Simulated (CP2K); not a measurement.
# HfO2 in CP2K: the effect of Hubbard term

The system is HfO2.

```xyz
3
Lattice="3.6169 0.0000 0.0000 1.8084 3.1323 0.0000 1.8084 1.0441 2.9531" Properties=species:S:1:pos:R:3 pbc="T T T"
Hf    0.0000    0.0000    0.0000
O     5.4253    3.1323    2.2149
O     1.8084    1.0441    0.7383
```

Measurements of this composition are mostly on another form, of space group No. 14.

Alike in all runs:

```yaml
Program: CP2K 2026.2
Task: projected density of states
Functional: PBE
Potentials_or_basis: GTH_POTENTIALS Hf GTH-PBE-q12, O GTH-PBE-q6; DZVP-MOLOPT-SR-GTH basis
Density_cutoff: 8163 eV
k_mesh: 7 × 7 × 7
Occupations: fermi-dirac, width 0.05 eV
Spin: no spin polarisation
SCF_solver: diagonalisation with k points
Quickstep_method: GPW
EPS_DEFAULT: 1.0E-10
EPS_SCF: 1.0E-6
MAX_SCF: 100
SCF_GUESS: ATOMIC
k_points_reduced_by_the_point_group: yes
Mesh_centred_on_Gamma: yes
```

```tsv
Hubbard term	gap on the mesh (eV)
none	?
Hf d U = 2.0 eV	4.52
Hf d U = 4.0 eV	5.07
Hf d U = 6.0 eV	5.53
Hf d U = 8.0 eV	5.53
```

**Question.** What does the run with Hubbard term none give?

**Answer.** gap on the mesh 3.97 eV.

Worked out: A parabola through the other rows of the gap on the mesh, of slope 0.518 eV per eV there, extrapolates to 3.60 eV, against the run's 3.97.

Caveats: spin-orbit coupling is left out, which moves the levels of the heavy elements; an odd mesh through Γ misses points on the zone boundary, where band edges often lie; the basis of atomic orbitals isn't converged, which shifts pressures, moduli and gaps; this program's U acts on Mulliken populations of all basis functions of the shell, so it isn't the U of plane-wave codes (some runs); energies scatter by some meV and the pressure isn't listed (some runs); the real-space grid breaks the cell's symmetry a little (some runs).
